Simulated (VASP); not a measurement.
# CdTe (F-43m) in VASP: settings compared

Aim: see how the results for CdTe move with the level of theory and the settings. Levels: PBEsol, PBE, LDA. Tasks: single point, relaxation of cell and atoms.

Everything below comes from runs of VASP 6.6.1. Logs are shortened: lines on timing, memory, paths and dates and some standing lists are left out, and cuts for length are marked.

**Experimental background.**

From a printed reference work, data compilation, for a bulk crystal of CdTe at 0 K: band gap 1.607 eV.

The runs below are set against these values where they give the same quantity.

## Step 1: The cell of the first run

The structure is cubic, space group F-43m (No. 216). The conventional cell has a = 6.490 Å, b = 6.490 Å, c = 6.490 Å, α = 90.00°, β = 90.00°, γ = 90.00°. Cd (site symmetry -43m) has 4 Te at 2.81 Å within 3.7 Å. Te (site symmetry -43m) has 4 Cd at 2.81 Å within 3.7 Å.

## Step 2: Single point, PBEsol

Contents of INCAR:

```
SYSTEM = CdTe
ALGO = Normal ; EDIFF = 1E-6
ENCUT = 520 ; GGA = PS
ISIF = 2 ; ISMEAR = 0
LASPH = .TRUE. ; LCHARG = .TRUE.
LELF = .TRUE. ; LREAL = .FALSE.
LVHAR = .TRUE. ; LWAVE = .FALSE.
NBANDS = 16 ; NELM = 100
PREC = Accurate ; SIGMA = 0.01
```

Contents of KPOINTS:

```
k-points
0
G
  6 6 6
  0 0 0
```

Contents of POSCAR:

```
CdTe
1.0
    4.5889178617      0.0000000000      0.0000000000
    2.2944589308      3.9741194441      0.0000000000
    2.2944589308      1.3247064814      3.7468357442
Cd Te
1 1
Direct
    0.0000000000      0.0000000000      0.0000000000
    0.2500000000      0.2500000000      0.2500000000
```

Potentials or basis: VASP PAW PBE potentials, release 64 (Cd, Te).

Run with:

```sh
cat potpaw_PBE.64/Cd/POTCAR potpaw_PBE.64/Te/POTCAR > POTCAR
mpirun -np 1 vasp_std > vasp.out
```

OUTCAR:

```text
SYSTEM = CdTe
   EDIFF = 1E-6
   ENCUT = 520
   GGA = PS
   ISIF = 2
   ISMEAR = 0
   LASPH = .TRUE.
   LREAL = .FALSE.
   NELM = 100
   PREC = Accurate

 ion  position               nearest neighbor table
   1  0.000  0.000  0.000-   2 2.81   2 2.81   2 2.81   2 2.81
   2  0.250  0.250  0.250-   1 2.81   1 2.81   1 2.81   1 2.81

  LATTYP: Found a face centered cubic cell.
 ALAT       =     6.4897098766

  Lattice vectors:

 A1 = (   4.5889178617,   0.0000000000,   0.0000000000)
 A2 = (   2.2944589308,   3.9741194441,   0.0000000000)
 A3 = (   2.2944589308,   1.3247064814,   3.7468357442)

Analysis of symmetry for initial positions (statically):
=====================================================================
 Subroutine PRICEL returns:
 Original cell was already a primitive cell.

 Routine SETGRP: Setting up the symmetry group for a
 face centered cubic supercell.

 Subroutine GETGRP returns: Found 24 space group operations
 (whereof 24 operations were pure point group operations)
 out of a pool of 48 trial point group operations.

The static configuration has the point symmetry T_d .

Analysis of symmetry for dynamics (positions and initial velocities):
=====================================================================
 Subroutine PRICEL returns:
 Original cell was already a primitive cell.

 Routine SETGRP: Setting up the symmetry group for a
 face centered cubic supercell.

 Subroutine GETGRP returns: Found 24 space group operations
 (whereof 24 operations were pure point group operations)
 out of a pool of 48 trial point group operations.

The dynamic configuration has the point symmetry T_d .

 Subroutine INISYM returns: Found 24 space group operations
 (whereof 24 operations are pure point group operations),
 and found     1 'primitive' translations

----------------------------------------------------------------------------------------

                                     Primitive cell

  volume of cell :      68.3307

  direct lattice vectors                    reciprocal lattice vectors
     4.588917862  0.000000000  0.000000000     0.217916300 -0.125814034 -0.088963957
     2.294458931  3.974119444  0.000000000     0.000000000  0.251628069 -0.088963957
     2.294458931  1.324706481  3.746835744     0.000000000  0.000000000  0.266891870

  length of vectors
     4.588917862  4.588917862  4.588917862     0.266891870  0.266891870  0.266891870

  position of ions in fractional coordinates (direct lattice)
     0.000000000  0.000000000  0.000000000
     0.250000000  0.250000000  0.250000000

  ion indices of the primitive-cell ions
   primitive index   ion index
                 1           1
                 2           2

----------------------------------------------------------------------------------------

 KPOINTS: k-points

Automatic generation of k-mesh.
 Grid dimensions read from file:
 generate k-points for:    6    6    6

 Generating k-lattice:

  Cartesian coordinates                     Fractional coordinates (reciprocal lattice)
     0.036319383 -0.020969006 -0.014827326     0.166666667 -0.000000000 -0.000000000
     0.000000000  0.041938011 -0.014827326     0.000000000  0.166666667  0.000000000
     0.000000000  0.000000000  0.044481978     0.000000000  0.000000000  0.166666667

  Length of vectors
     0.044481978  0.044481978  0.044481978

  Shift w.r.t. Gamma in fractional coordinates (k-lattice)
     0.000000000  0.000000000  0.000000000

 Subroutine IBZKPT returns following result:
 ===========================================

 Found     16 irreducible k-points:

 Following reciprocal coordinates:
            Coordinates               Weight
  0.000000  0.000000  0.000000      1.000000
  0.166667  0.000000  0.000000      8.000000
  0.333333  0.000000  0.000000      8.000000
  0.500000  0.000000  0.000000      4.000000
  0.166667  0.166667  0.000000      6.000000
  0.333333  0.166667  0.000000     24.000000
[... 8 lines left out ...]
 -0.333333  0.333333  0.166667     24.000000
 -0.333333  0.500000  0.166667     12.000000
   k-points           NKPTS =     16   k-points in BZ     NKDIM =     16   number of bands    NBANDS=     16
   number of dos      NEDOS =    301   number of ions     NIONS =      2
   total plane-waves  NPLWV =  46656
   dimension x,y,z NGX =    36 NGY =   36 NGZ =   36
   dimension x,y,z NGXF=    72 NGYF=   72 NGZF=   72
   ions per type =               1   1
   NGX,Y,Z   is equivalent  to a cutoff of  13.04, 13.04, 13.04 a.u.
   NGXF,Y,Z  is equivalent  to a cutoff of  26.08, 26.08, 26.08 a.u.
 SYSTEM =  CdTe
   PREC   = accura    normal or accurate (medium, high low for compatibility)
   ISTART =      0    job   : 0-new  1-cont  2-samecut
   ICHARG =      2    charge: 1-file 2-atom 10-const
   ISPIN  =      1    spin polarized calculation?
   LNONCOLLINEAR =      F non collinear calculations
   LSORBIT =      F    spin-orbit coupling
   LASPH  =      T    aspherical Exc in radial PAW
   ENCUT  =  520.0 eV  38.22 Ry    6.18 a.u.   8.53  8.53  8.53*2*pi/ulx,y,z
   NELM   =    100;   NELMIN=  2; NELMDL= -5     # of ELM steps
   EDIFF  = 0.1E-05   stopping-criterion for ELM
   LREAL  =      F    real-space projection
   EDIFFG = 0.1E-04   stopping-criterion for IOM
   NSW    =      0    number of steps for IOM
   IBRION =     -1    ionic relax: 0-MD 1-quasi-New 2-CG
   NFREE  =      0    steps in history (QN), initial steepest desc. (CG)
   ISIF   =      2    stress and relaxation
   ISYM   =      2    0-nonsym 1-usesym 2-fastsym
   POTIM  = 0.5000    time-step for ionic-motion
   TEBEG  =    0.0;   TEEND  =   0.0 temperature during run
   PSTRESS=    0.0 pullay stress
   NELECT =      18.0000    total number of electrons
   NUPDOWN=      -1.0000    fix difference up-down
   EMIN   =  10.00;   EMAX   =-10.00  energy-range for DOS
   EFERMI =   0.00;   METHOD = LEGACY
   ISMEAR =     0;   SIGMA  =   0.01  broadening in eV -4-tet -1-fermi 0-gaus
   EFERMI_NEDOS =   21; number of points for ismear=-14 and -15
   IALGO  =     38    algorithm
   IMIX   =      4    mixing-type and parameters
     AMIX     =   0.40;   BMIX     =  1.00
     AMIX_MAG =   1.60;   BMIX_MAG =  1.00
  volume/ion in A,a.u.               =      34.17       230.56
  Fermi-wavevector in a.u.,A,eV,Ry     =   1.049447  1.983167 14.984618  1.101338
  Thomas-Fermi vector in A             =   2.184410
   LORBIT       =      0    0 simple, 1 ext, 2 COOP (PROOUT), +10 PAW based schemes
   GGA     = PS    functional components
   LHFCALC =     F    Hartree Fock is set to
   AEXX    =    0.0000 exact exchange contribution
   IVDW    =     0    specifies the selected vdW correction
   LEPSILON=     F    determine dielectric tensor
   LRPA    =     F    only Hartree local field effects (RPA)
 non-spin polarized calculation
 Gauss-broadening in eV      SIGMA  =   0.01
  energy-cutoff  :      520.00
  volume of cell :       68.33
 maximum number of plane-waves:      1868
 NGX is ok and might be reduce to    36
   NGX = 17   NGY = 17   NGZ = 17

 number of electron      17.9999997 magnetization

 Free energy of the ion-electron system (eV)
  ---------------------------------------------------
  ext. energy  EPLUGINS =         0.00000000
  ---------------------------------------------------
  free energy    TOTEN  =        -5.48355958 eV

  energy without entropy =       -5.48355958  energy(sigma->0) =       -5.48355958

 E-fermi :   2.2219     XC(G=0):  -8.7619

 val. band max:        2.1780518581   @ k =   0.0000   0.0000   0.0000
 cond. band min:       2.8264792020   @ k =   0.0000   0.0000   0.0000
 fundamental gap:      0.6484273439
 Fermi energy:         2.2219450527

 k-point     1 :       0.0000    0.0000    0.0000
  band No.  band energies     occupation
      1      -9.0106      2.00000
      2      -6.0675      2.00000
      3      -6.0675      2.00000
      4      -6.0675      2.00000
      5      -5.8058      2.00000
      6      -5.8058      2.00000
[... 8 lines left out ...]
     15      11.5139      0.00000
     16      11.5139      0.00000

 k-point     2 :       0.1667    0.0000    0.0000
  band No.  band energies     occupation
      1      -8.9099      2.00000
      2      -6.0488      2.00000
      3      -6.0488      2.00000
      4      -5.9861      2.00000
      5      -5.8070      2.00000
      6      -5.8070      2.00000
[... 8 lines left out ...]
     15      10.5947      0.00000
     16      10.5947      0.00000

 k-point     3 :       0.3333    0.0000    0.0000
  band No.  band energies     occupation
      1      -8.7076      2.00000
      2      -6.0167      2.00000
      3      -6.0167      2.00000
      4      -5.8031      2.00000
      5      -5.8031      2.00000
      6      -5.7108      2.00000
[... 8 lines left out ...]
     15      11.0013      0.00000
     16      11.0013      0.00000

 k-point     4 :       0.5000    0.0000    0.0000
  band No.  band energies     occupation
      1      -8.6081      2.00000
      2      -6.0042      2.00000
      3      -6.0042      2.00000
      4      -5.7969      2.00000
      5      -5.7969      2.00000
      6      -5.4627      2.00000
[... 8 lines left out ...]
     15      12.4271      0.00000
     16      12.4271      0.00000
[... 172 lines left out ...]
 k-point    14 :       0.5000    0.3333    0.1667
  band No.  band energies     occupation
      1      -8.5795      2.00000
      2      -5.9718      2.00000
      3      -5.9643      2.00000
      4      -5.8479      2.00000
      5      -5.7932      2.00000
      6      -5.4986      2.00000
[... 8 lines left out ...]
     15      12.3723      0.00000
     16      13.5425      0.00000

 k-point    15 :      -0.3333    0.3333    0.1667
  band No.  band energies     occupation
      1      -8.5169      2.00000
      2      -5.9643      2.00000
      3      -5.9496      2.00000
      4      -5.8307      2.00000
      5      -5.8029      2.00000
      6      -5.3119      2.00000
[... 8 lines left out ...]
     15      12.5681      0.00000
     16      13.3372      0.00000

 k-point    16 :      -0.3333    0.5000    0.1667
  band No.  band energies     occupation
      1      -8.4863      2.00000
      2      -5.9362      2.00000
      3      -5.9350      2.00000
      4      -5.8542      2.00000
      5      -5.7930      2.00000
      6      -5.2648      2.00000
[... 8 lines left out ...]
     15      13.2065      0.00000
     16      13.4407      0.00000

------------------------ aborting loop because EDIFF is reached ----------------------------------------

  FORCE on cell =-STRESS in cart. coord.  units (eV):
  Direction    XX          YY          ZZ          XY          YZ          ZX
  --------------------------------------------------------------------------------------
  -------------------------------------------------------------------------------------
  Total        0.0727113      0.0727113      0.0727113     -0.0000000      0.0000000     -0.0000000
  in kB        1.7048905      1.7048905      1.7048905     -0.0000000      0.0000000     -0.0000000
  external PRESSURE =       1.7048905 kB  Pullay stress =       0.0000000 kB

 VOLUME and BASIS-vectors are now :
 -----------------------------------------------------------------------------
  energy-cutoff  :      520.00
  volume of cell :       68.33
      direct lattice vectors                 reciprocal lattice vectors
     4.588917862  0.000000000  0.000000000     0.217916300 -0.125814034 -0.088963957
     2.294458931  3.974119444  0.000000000     0.000000000  0.251628069 -0.088963957
     2.294458931  1.324706481  3.746835744     0.000000000  0.000000000  0.266891870

 POSITION                                       TOTAL-FORCE (eV/Angst)
 -----------------------------------------------------------------------------------
      0.00000      0.00000      0.00000         0.000000      0.000000      0.000000
      2.29446      1.32471      0.93671        -0.000000     -0.000000     -0.000000
 -----------------------------------------------------------------------------------
    total drift:                               -0.000000     -0.000000     -0.000000

  FREE ENERGIE OF THE ION-ELECTRON SYSTEM (eV)
  ---------------------------------------------------
  free  energy   TOTEN  =        -5.4835595840 eV

  energy  without entropy=       -5.4835595840  energy(sigma->0) =       -5.48355958
```

Wall time 13 s (1 thread of Intel Xeon 6975P-C, shared host); peak memory 0.21 GiB.

Results:

```
Free energy            : -5.4836 eV
Pressure               : 0.2 GPa
Band gap on the k mesh : 0.65 eV, direct
```

Levels at points of the mesh, in eV from the valence-band top:
```csv
k point,band 7,band 8,band 9,band 10,band 11,band 12
"(0.00, 0.00, 0.00)",0.00,0.00,0.00,0.65,4.55,4.55
"(0.50, 0.00, 0.00)",-4.45,-0.78,-0.78,1.73,5.13,5.13
"(0.50, 0.50, 0.00)",-4.33,-1.87,-1.87,2.50,2.60,8.70
```

Caveat: the PAW data sets were made with another functional, which shifts forces and pressure a little; spin-orbit coupling is left out, which moves the levels of the heavy elements.

## Step 3: Single point, PBE

This run uses another cell than the first one, of 36.20 Å³/atom, 1.060 times its volume.

Contents of INCAR:

```
ALGO = Normal ; EDIFF = 1E-7
ENCUT = 520 ; GGA = PE
ISIF = 2 ; ISMEAR = 0
LASPH = True ; LCHARG = True
LELF = True ; LREAL = False
LVHAR = True ; LWAVE = False
NBANDS = 16 ; NELM = 80
PREC = Accurate ; SIGMA = 0.01
```

Contents of KPOINTS:

```
k-points
0
Gamma
  6 6 6
```

Contents of POSCAR:

```
CdTe
1.0
    4.6784390515      0.0000000000      0.0000000000
    2.3392195258      4.0516470687      0.0000000000
    2.3392195258      1.3505490229      3.8199294896
Cd Te
1 1
Direct
    0.0000000000      0.0000000000      0.0000000000
    0.2500000000      0.2500000000      0.2500000000
```

Potentials or basis: VASP PAW PBE potentials, release 64 (Cd, Te).

Run with:

```sh
cat potpaw_PBE.64/Cd/POTCAR potpaw_PBE.64/Te/POTCAR > POTCAR
mpirun -np 1 vasp_std > vasp.out
```

Wall time 17 s (1 thread of Intel Xeon 6975P-C, shared host); peak memory 0.21 GiB.

Results (log left out):

```
Free energy            : -4.8070 eV
Pressure               : 0.1 GPa
Band gap on the k mesh : 0.58 eV, direct
```

Levels at points of the mesh, in eV from the valence-band top:
```
           k point  band 6  band 7  band 8  band 9  band 10  band 11  band 12  band 13
(0.00, 0.00, 0.00)   -7.88    0.00    0.00    0.00     0.58     4.64     4.64     4.64
(0.50, 0.00, 0.00)   -7.57   -4.09   -0.69   -0.69     1.75     5.21     5.21     7.01
(0.50, 0.50, 0.00)   -7.46   -4.02   -1.66   -1.66     2.67     2.74     8.52     8.81
```

Caveat: spin-orbit coupling is left out, which moves the levels of the heavy elements.

## Step 4: Relaxation of cell and atoms, LDA

This run uses another cell than the first one, of 32.92 Å³/atom, 0.964 times its volume.

Contents of INCAR:

```
SYSTEM = CdTe
PREC = Accurate ; ENCUT = 600
EDIFF = 1E-6 ; ISMEAR = 0
SIGMA = 0.01 ; LREAL = .FALSE.
LASPH = .TRUE. ; NELM = 60
ALGO = Normal ; ISIF = 3
LWAVE = .FALSE. ; LCHARG = .FALSE.
IBRION = 2 ; NSW = 50
EDIFFG = -0.02
```

Contents of KPOINTS:

```
Automatic mesh
0
G
  6 6 6
  0 0 0
```

Contents of POSCAR:

```
CdTe
1.0
    4.5325540000      0.0000000000      0.0000000000
    2.2662770000      3.9253069080      0.0000000000
    2.2662770000      1.3084356360      3.7008148439
Cd Te
1 1
Direct
    0.0000000000      0.0000000000      0.0000000000
    0.2500000000      0.2500000000      0.2500000000
```

Potentials or basis: VASP PAW LDA potentials, release 64 (Cd, Te).

Run with:

```sh
cat potpaw_LDA.64/Cd/POTCAR potpaw_LDA.64/Te/POTCAR > POTCAR
mpirun -np 1 vasp_std > vasp.out
```

Run time: 15 s. Hardware: 1 thread of Intel Xeon 6975P-C, shared host; peak memory 0.19 GiB.

It converged, with:

* Free energy: -6.0442 eV
* Relaxed volume: 33.14 Å³/atom
* Relaxed cell: a = 4.543 Å, b = 4.543 Å, c = 4.543 Å, α = 60.00°, β = 60.00°, γ = 60.00°
* Space group after relaxing (to 0.05 Å): F-43m (No. 216)
* Energy gained by relaxing: 0.1 meV/atom
* Ionic steps: 2
* Pressure after relaxing: -0.1 GPa
* Band gap on the k mesh: 0.63 eV, direct

The path:
| step | energy change (eV) | largest force (eV/Å) | pressure (GPa) | volume (Å³) |
| --- | --- | --- | --- | --- |
| 1 | 0.0000 | 0.0000 | 0.22 | 65.84 |
| 2 | -0.0002 | 0.0000 | -0.05 | 66.28 |

Final structure:
```
Cd Te
1.0
     4.54262    0.00000    0.00000
     2.27131    3.93403    0.00000
     2.27131    1.31134    3.70904
Cd Te
1 1
Direct
  0.00000 0.00000 0.00000
  0.25000 0.25000 0.25000
```

Levels at points of the mesh, in eV from the valence-band top:
```
           k point  band 7  band 8  band 9  band 10  band 11  band 12
(0.00, 0.00, 0.00)    0.00    0.00    0.00     0.63     4.48     4.48
(0.50, 0.00, 0.00)   -4.65   -0.83   -0.83     1.68     5.08     5.08
(0.50, 0.50, 0.00)   -4.51   -1.98   -1.98     2.38     2.54     8.78
```

Caveat: spin-orbit coupling is left out, which moves the levels of the heavy elements.

## Step 5: The runs side by side

| task | level | potentials or basis | cell | cutoff (eV) | gap on the mesh (eV) | pressure (GPa) |
| --- | --- | --- | --- | --- | --- | --- |
| single point | PBEsol | VASP PAW PBE potentials, release 64 (Cd, Te) | a = 4.589 Å, angles 60.0°, 2 atoms | 520 | 0.65 | 0.2 |
| single point | PBE | VASP PAW PBE potentials, release 64 (Cd, Te) | a = 4.678 Å, angles 60.0°, 2 atoms | 520 | 0.58 | 0.1 |
| relaxation of cell and atoms | LDA | VASP PAW LDA potentials, release 64 (Cd, Te) | relaxed from a = 4.533 Å, angles 60.0°, 2 atoms | 600 | 0.63 | -0.1 |

Alike in all rows: no spin polarisation; k mesh 6 × 6 × 6; smearing gaussian 0.01 eV.

Caveats: spin-orbit coupling is left out, which moves the levels of the heavy elements; the PAW data sets were made with another functional, which shifts forces and pressure a little (some runs).

Absolute energies hang on the potentials; compare differences alone.

## Step 6: How close it comes

Step 2. Measured gap of CdTe: 1.607 eV (0 K; a printed reference work, data compilation). This calculation gives 0.65 eV (-0.96 eV). Spin-orbit coupling on Cd, Te is left out. The value is that of PBEsol, without temperature or zero-point motion. Semilocal functionals fall short of measured gaps as a rule.

Step 3. Against the measured gap of CdTe, 1.607 eV (0 K; a printed reference work, data compilation), the calculated 0.58 eV is off by -1.02 eV. So large a miss can be the level of theory's own, or it may mean another phase, state or a wrong row. Spin-orbit coupling on Cd, Te is left out. The value is that of PBE, without temperature or zero-point motion. Semilocal functionals fall short of measured gaps as a rule.
